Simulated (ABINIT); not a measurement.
# SnSe (Fm-3m) in ABINIT: a series of runs

One crystal, SnSe, is run at these levels: LDA; tasks: single point, relaxation of cell and atoms.

Everything below comes from runs of ABINIT 10.8.3 (patched build). Logs are shortened: lines on timing, memory, paths and dates and some standing lists are left out, and cuts for length are marked. The log counts tension as positive stress, the text compression.

## Step 1: The crystal as given

Symmetry: Fm-3m, No. 225, cubic system. The conventional cell has a = 6.020 Å, b = 6.020 Å, c = 6.020 Å, α = 90.00°, β = 90.00°, γ = 90.00°. Sn (site symmetry m-3m) has 6 Se at 3.01 Å as nearest neighbours. Se (site symmetry m-3m) has 6 Sn at 3.01 Å as nearest neighbours.

Measurements of this composition are mostly on another form, of space group No. 62.

## Step 2: Single point, LDA

run.abi reads:

```
pp_dirpath "./"
pseudos "Sn.upf, Se.upf"

acell 8.044153707 8.044153707 8.044153707
rprim
     0.0000000000     0.7071067812     0.7071067812
     0.7071067812     0.0000000000     0.7071067812
     0.7071067812     0.7071067812     0.0000000000
ntypat 2
znucl 50 34
natom 2
typat 1 2
xcart
     0.0000000000     0.0000000000     0.0000000000
     5.6880756351     5.6880756351     5.6880756351

ecut 40.0

kptopt 1
ngkpt 6 6 6
nshiftk 1
shiftk 0.0 0.0 0.0

ixc 7

nband 19
occopt 3
tsmear 0.05 eV

nstep 100
tolvrs 1.0e-10

iomode 3
prtwf 0
prtden 0
prteig 0
prtebands 0
```

Potentials or basis: PseudoDojo NC SR LDA v0.4.1 standard.

The run is started by

```
$ abinit run.abi > log 2>&1
```

run.abo:

```text
.Version 10.8.3 of ABINIT
 Symmetries : space group Fm -3 m (#225); Bravais cF (face-center cubic)
================================================================================
 Values of the parameters that define the memory need of the present run
     intxc =       0    ionmov =       0      iscf =       7    lmnmax =       6
     lnmax =       6     mgfft =      48  mpssoang =       3    mqgrid =    3001
     natom =       2  nloc_mem =       1    nspden =       1   nspinor =       1
    nsppol =       1      nsym =      48    n1xccc =    2501    ntypat =       2
    occopt =       3   xclevel =       1
       mpw =        4471          nfft =      110592          nkpt =          16
================================================================================
================================================================================

--------------------------------------------------------------------------------
------------- Echo of variables that govern the present computation ------------
--------------------------------------------------------------------------------
 -outvars: echo values of preprocessed input variables --------
            acell      8.0441537070E+00  8.0441537070E+00  8.0441537070E+00 Bohr
              amu      1.18710000E+02  7.89600000E+01
             ecut      4.00000000E+01 Hartree
              ixc           7
         kptrlatt        6    0    0      0    6    0      0    0    6
          kptrlen      4.82649222E+01
            natom           2
            nband          19
            ngfft          48      48      48
             nkpt          16
            nstep         100
             nsym          48
           ntypat           2
           occopt           3
           prtden           0
        prtebands           0
           prteig           0
            prtwf           0
            rprim      0.0000000000E+00  7.0710678120E-01  7.0710678120E-01
                       7.0710678120E-01  0.0000000000E+00  7.0710678120E-01
                       7.0710678120E-01  7.0710678120E-01  0.0000000000E+00
          spgroup         225
           tolvrs      1.00000000E-10
           tsmear      1.83746611E-03 Hartree
            typat      1  2
           xangst      0.0000000000E+00  0.0000000000E+00  0.0000000000E+00
                       3.0099999980E+00  3.0099999980E+00  3.0099999980E+00
            xcart      0.0000000000E+00  0.0000000000E+00  0.0000000000E+00
                       5.6880756352E+00  5.6880756352E+00  5.6880756352E+00
             xred      0.0000000000E+00  0.0000000000E+00  0.0000000000E+00
                       5.0000000000E-01  5.0000000000E-01  5.0000000000E-01
            znucl       50.00000   34.00000

================================================================================

 chkinp: Checking input parameters for consistency.

================================================================================
== DATASET  1 ==================================================================

--- !DatasetInfo
iteration_state: {dtset: 1, }
dimensions: {natom: 2, nkpt: 16, mband: 19, nsppol: 1, nspinor: 1, nspden: 1, mpw: 4471, }
cutoff_energies: {ecut:  40.0, pawecutdg:  -1.0, }
electrons: {nelect:   3.00000000E+01, charge:   0.00000000E+00, occopt:   3.00000000E+00, tsmear:   1.83746611E-03, }
meta: {optdriver: 0, ionmov: 0, optcell: 0, iscf: 7, paral_kgb: 0, }
...

 Exchange-correlation functional for the present dataset will be:
  LDA: Perdew-Wang 92 LSD fit to Ceperley-Alder data - ixc=7
  J.P.Perdew and Y.Wang, PRB 45, 13244 (1992)

 Real(R)+Recip(G) space primitive vectors, cartesian coordinates (Bohr,Bohr^-1):
 R(1)=  0.0000000  5.6880756  5.6880756  G(1)= -0.0879032  0.0879032  0.0879032
 R(2)=  5.6880756  0.0000000  5.6880756  G(2)=  0.0879032 -0.0879032  0.0879032
 R(3)=  5.6880756  5.6880756  0.0000000  G(3)=  0.0879032  0.0879032 -0.0879032
 Unit cell volume ucvol=  3.6806632E+02 bohr^3
 Angles (23,13,12)=  6.00000000E+01  6.00000000E+01  6.00000000E+01 degrees

 getcut: wavevector=  0.0000  0.0000  0.0000  ngfft=  48  48  48
         ecut(hartree)=     40.000   => boxcut(ratio)=   2.09588

--- Pseudopotential description ------------------------------------------------
- pspini: atom type   1  psp file is ./Sn.upf
12 -1012 2 -1 1608                            pspcod,pspxc,lmax,lloc,mmax
     nproj     2     2     2

- pspini: atom type   2  psp file is ./Se.upf
12 -1012 2 -1 1198                            pspcod,pspxc,lmax,lloc,mmax
     nproj     2     2     2

   1.82573548E+03                                ecore*ucvol(ha*bohr**3)
--------------------------------------------------------------------------------

================================================================================

--- !BeginCycle
iteration_state: {dtset: 1, }
solver: {iscf: 7, nstep: 100, nline: 4, wfoptalg: 0, }
tolerances: {tolvrs: 1.00E-10, }
...

     iter   Etot(hartree)      deltaE(h)  residm     vres2
 ETOT  1  -198.80015080931    -1.988E+02 9.126E-01 8.914E+01
 ETOT  2  -199.78949468454    -9.893E-01 1.197E-02 1.378E+01
 ETOT  3  -199.79163284143    -2.138E-03 1.451E-02 1.258E-01
 ETOT  4  -199.79165075849    -1.792E-05 1.911E-03 2.711E-02
 ETOT  5  -199.79165469412    -3.936E-06 1.441E-03 2.175E-03
 ETOT  6  -199.79165497654    -2.824E-07 6.819E-05 4.025E-05
 ETOT  7  -199.79165498306    -6.521E-09 8.168E-05 6.733E-07
 ETOT  8  -199.79165498314    -7.950E-11 1.883E-05 2.329E-08
 ETOT  9  -199.79165498313     1.151E-11 4.657E-05 7.343E-10
 ETOT 10  -199.79165498314    -7.930E-12 1.063E-05 1.036E-13

 At SCF step   10       vres2   =  1.04E-13 < tolvrs=  1.00E-10 =>converged.

 Cartesian components of stress tensor (hartree/bohr^3)
  sigma(1 1)=  1.28832079E-04  sigma(3 2)=  0.00000000E+00
  sigma(2 2)=  1.28832079E-04  sigma(3 1)=  0.00000000E+00
  sigma(3 3)=  1.28832079E-04  sigma(2 1)=  0.00000000E+00

--- !ResultsGS
iteration_state: {dtset: 1, }
comment   : Summary of ground state results
lattice_vectors:
- [  0.0000000,   5.6880756,   5.6880756, ]
- [  5.6880756,   0.0000000,   5.6880756, ]
- [  5.6880756,   5.6880756,   0.0000000, ]
lattice_lengths: [   8.04415,    8.04415,    8.04415, ]
lattice_angles: [ 60.000,  60.000,  60.000, ] # degrees, (23, 13, 12)
lattice_volume:   3.6806632E+02
convergence: {deltae: -7.930E-12, res2:  1.036E-13, residm:  1.063E-05, diffor: null, }
etotal    :  -1.99791655E+02
entropy   :   0.00000000E+00
fermie    :   1.77728991E-01
cartesian_stress_tensor: # hartree/bohr^3
- [  1.28832079E-04,   0.00000000E+00,   0.00000000E+00, ]
- [  0.00000000E+00,   1.28832079E-04,   0.00000000E+00, ]
- [  0.00000000E+00,   0.00000000E+00,   1.28832079E-04, ]
pressure_GPa:  -3.7904E+00
xred      :
- [  0.0000E+00,   0.0000E+00,   0.0000E+00, Sn]
- [  5.0000E-01,   5.0000E-01,   5.0000E-01, Se]
cartesian_forces: # hartree/bohr
- [ -0.00000000E+00,  -0.00000000E+00,  -0.00000000E+00, ]
- [ -0.00000000E+00,  -0.00000000E+00,  -0.00000000E+00, ]
force_length_stats: {min:   0.00000000E+00, max:   0.00000000E+00, mean:   0.00000000E+00, }
...

 Integrated electronic density in atomic spheres:
 ------------------------------------------------
 Atom  Sphere_radius  Integrated_density
    1        2.00000         10.52065516
    2        2.00000         13.19201214
================================================================================

 ----iterations are completed or convergence reached----

 Mean square residual over all n,k,spin=   48.033E-09; max=  10.634E-06
 reduced coordinates (array xred) for    2 atoms
       0.000000000000      0.000000000000      0.000000000000
       0.500000000000      0.500000000000      0.500000000000
 rms dE/dt=  0.0000E+00; max dE/dt=  0.0000E+00; dE/dt below (all hartree)
    1       0.000000000000      0.000000000000      0.000000000000
    2       0.000000000000      0.000000000000      0.000000000000

 cartesian coordinates (angstrom) at end:
    1      0.00000000000000     0.00000000000000     0.00000000000000
    2      3.00999999801685     3.00999999801685     3.00999999801685

 cartesian forces (hartree/bohr) at end:
    1     -0.00000000000000    -0.00000000000000    -0.00000000000000
    2     -0.00000000000000    -0.00000000000000    -0.00000000000000
 frms,max,avg= 0.0000000E+00 0.0000000E+00   0.000E+00  0.000E+00  0.000E+00 h/b

 cartesian forces (eV/Angstrom) at end:
    1     -0.00000000000000    -0.00000000000000    -0.00000000000000
    2     -0.00000000000000    -0.00000000000000    -0.00000000000000
 frms,max,avg= 0.0000000E+00 0.0000000E+00   0.000E+00  0.000E+00  0.000E+00 e/A
 length scales=  8.044153707000  8.044153707000  8.044153707000 bohr
              =  4.256782819857  4.256782819857  4.256782819857 angstroms
 Fermi (or HOMO) energy (hartree) =   0.17773   Average Vxc (hartree)=  -0.38192
 Eigenvalues (hartree) for nkpt=  16  k points:
 kpt#   1, nband= 19, wtk=  0.00463, kpt=  0.0000  0.0000  0.0000 (reduced coord)
  -1.58818   -1.58818   -1.58813   -1.58813   -1.58813   -0.61868   -0.61868   -0.61863
  -0.61863   -0.61863   -0.34070   -0.02219    0.09084    0.09084    0.09084    0.32540
   0.32540    0.32540    0.38686
      occupation numbers for kpt#   1
   2.00000    2.00000    2.00000    2.00000    2.00000    2.00000    2.00000    2.00000
   2.00000    2.00000    2.00000    2.00000    2.00000    2.00000    2.00000    0.00000
   0.00000    0.00000    0.00000
 prteigrs : prtvol=0 or 1, do not print more k-points.

--- !EnergyTerms
iteration_state     : {dtset: 1, }
comment             : Components of total free energy in Hartree
kinetic             :  1.25091713170491E+02
hartree             :  5.37008452784966E+01
xc                  : -4.55285544144902E+01
Ewald energy        : -1.12540609254987E+02
psp_core            :  4.96034372123410E+00
local_psp           : -1.52301684948298E+02
non_local_psp       : -7.31737061581717E+01
internal            : -1.99791652605725E+02
'-kT*entropy'       : -2.37741411834900E-06
total_energy        : -1.99791654983139E+02
total_energy_eV     : -5.43660789246997E+03
band_energy         : -2.24323917280524E+01
...

 Cartesian components of stress tensor (hartree/bohr^3)
  sigma(1 1)=  1.28832079E-04  sigma(3 2)=  0.00000000E+00
  sigma(2 2)=  1.28832079E-04  sigma(3 1)=  0.00000000E+00
  sigma(3 3)=  1.28832079E-04  sigma(2 1)=  0.00000000E+00

-Cartesian components of stress tensor (GPa)         [Pressure= -3.7904E+00 GPa]
- sigma(1 1)=  3.79037061E+00  sigma(3 2)=  0.00000000E+00
- sigma(2 2)=  3.79037061E+00  sigma(3 1)=  0.00000000E+00
- sigma(3 3)=  3.79037061E+00  sigma(2 1)=  0.00000000E+00

== END DATASET(S) ==============================================================
================================================================================

 -outvars: echo values of variables after computation  --------
            acell      8.0441537070E+00  8.0441537070E+00  8.0441537070E+00 Bohr
           etotal     -1.9979165498E+02
            fcart     -0.0000000000E+00 -0.0000000000E+00 -0.0000000000E+00
                      -0.0000000000E+00 -0.0000000000E+00 -0.0000000000E+00
            rprim      0.0000000000E+00  7.0710678120E-01  7.0710678120E-01
                       7.0710678120E-01  0.0000000000E+00  7.0710678120E-01
                       7.0710678120E-01  7.0710678120E-01  0.0000000000E+00
           strten      1.2883207852E-04  1.2883207852E-04  1.2883207852E-04
                       0.0000000000E+00  0.0000000000E+00  0.0000000000E+00
           xangst      0.0000000000E+00  0.0000000000E+00  0.0000000000E+00
                       3.0099999980E+00  3.0099999980E+00  3.0099999980E+00
             xred      0.0000000000E+00  0.0000000000E+00  0.0000000000E+00
                       5.0000000000E-01  5.0000000000E-01  5.0000000000E-01
 Calculation completed.
```

Run time: 38 s. Hardware: 1 thread of Intel Xeon Platinum 8375C at 2.90GHz (Ice Lake), shared host; peak memory 0.09 GiB.

Results:

| Quantity | Value |
| --- | --- |
| Free energy | -5436.6079 eV |
| Pressure | -3.8 GPa |
| Band gap on the k mesh | 0.60 eV, direct |
| Valence electrons inside the program's atomic spheres | Sn 10.52; Se 13.19 |

Levels at points of the mesh, in eV from the valence-band top:
```csv
k point,band 12,band 13,band 14,band 15,band 16,band 17,band 18,band 19
"(0.00, 0.00, 0.00)",-5.14,-2.06,-2.06,-2.06,4.32,4.32,4.32,5.99
"(0.50, 0.00, 0.00)",-8.02,-1.81,-1.81,0.00,0.60,1.29,1.29,8.26
"(0.50, 0.50, 0.00)",-6.05,-5.37,-3.52,-3.52,3.11,5.35,5.35,5.96
```

Caveat: spin-orbit coupling is left out, which moves the levels of the heavy elements. A k mesh can miss the band edges.

## Step 3: Single point, LDA

run.abi reads:

```
# Pseudopotentials
pp_dirpath "./"
pseudos "Sn.upf, Se.upf"

# Structure
acell 3*1.0
rprim
     0.0000000000     5.6880756351     5.6880756351
     5.6880756351     0.0000000000     5.6880756351
     5.6880756351     5.6880756351     0.0000000000
ntypat 2
znucl 50 34
natom 2
typat 1 2
xcart
     0.0000000000     0.0000000000     0.0000000000
     5.6880756351     5.6880756351     5.6880756351

# Plane-wave basis
ecut 40.0

# k points
kptopt 1
ngkpt 6 6 6
nshiftk 1
shiftk 0.0 0.0 0.0

# Exchange and correlation
ixc 7

# Bands and occupations
nband 19
occopt 3
tsmear 0.00183747

# SCF cycle
nstep 100
tolvrs 1.0e-10

# Output
iomode 3
prtwf 0
prteig 0
prtebands 0
enunit 1
prtden 1
prtvha 1
prtvclmb 1
prtpot 1
prtelf 1
```

Potentials or basis: PseudoDojo NC SR LDA v0.4.1 standard.

The run is started by

```
$ abinit run.abi > log 2>&1
```

It took 63 s on 1 thread of Intel Xeon Platinum 8259CL at 2.50GHz (Skylake/Cascade Lake), shared host; peak memory 0.1 GiB.

It converged, with:

* Free energy: -5436.6079 eV
* Pressure: -3.8 GPa
* Band gap on the k mesh: 0.60 eV, direct
* Valence electrons inside the program's atomic spheres: Sn 10.52; Se 13.19

Levels at points of the mesh, in eV from the valence-band top:
| k point | band 13 | band 14 | band 15 | band 16 | band 17 | band 18 |
| --- | --- | --- | --- | --- | --- | --- |
| (0.00, 0.00, 0.00) | -2.06 | -2.06 | -2.06 | 4.32 | 4.32 | 4.32 |
| (0.50, 0.00, 0.00) | -1.81 | -1.81 | 0.00 | 0.60 | 1.29 | 1.29 |
| (0.50, 0.50, 0.00) | -5.37 | -3.52 | -3.52 | 3.11 | 5.35 | 5.35 |

Caveat: spin-orbit coupling is left out, which moves the levels of the heavy elements. A k mesh can miss the band edges.

(Continued in part 2 of 2.)
